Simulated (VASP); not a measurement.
# TiSe under changes of volume

One of the cells (17.223 Å³/atom); the others are scaled copies at fixed shape and fractional positions:

```xyz
4
Lattice="3.4347 0.0000 0.0000 -1.7174 2.9745 0.0000 0.0000 0.0000 6.7430" Properties=species:S:1:pos:R:3 pbc="T T T"
Se    1.7174    0.9915    5.0573
Se    0.0000    1.9830    1.6858
Ti    0.0000    0.0000    3.3715
Ti    0.0000    0.0000    0.0000
```

- Program: VASP 6.6.1
- Functional: r2SCAN
- Potentials or basis: VASP PAW PBE potentials, release 64 (Se, Ti_sv)
- Cutoff: 520 eV
- k mesh: 8 × 8 × 4
- Occupations: fermi-dirac, width 0.05 eV
- Spin: no spin polarisation

```tsv
volume (Å³/atom)	energy over the lowest point (meV/atom)	pressure (GPa)
16.534	11.11	5.4
16.878	?	?
17.223	0.00	0.0
17.567	2.56	-2.3
17.912	9.80	-4.4
```

Q: What does the run at 16.878 Å³/atom give?

A: Energy over the lowest point 2.65 meV/atom; pressure 2.5 GPa.

Worked out: A Birch-Murnaghan fit of order 2 (a polynomial in V^(-2/3)) to the other rows has its minimum at 17.22 Å³/atom with B0 = V·E''(V) = 121 GPa at fixed shape and positions, which overstates the stiffness. It gives 2.69 meV/atom at 16.878 Å³/atom, against the run's 2.65, and -dE/dV = 2.5 GPa, against 2.5.

Energies are extrapolated to zero smearing.

Caveats: the PAW data sets were made with another functional, which shifts forces and pressure a little.
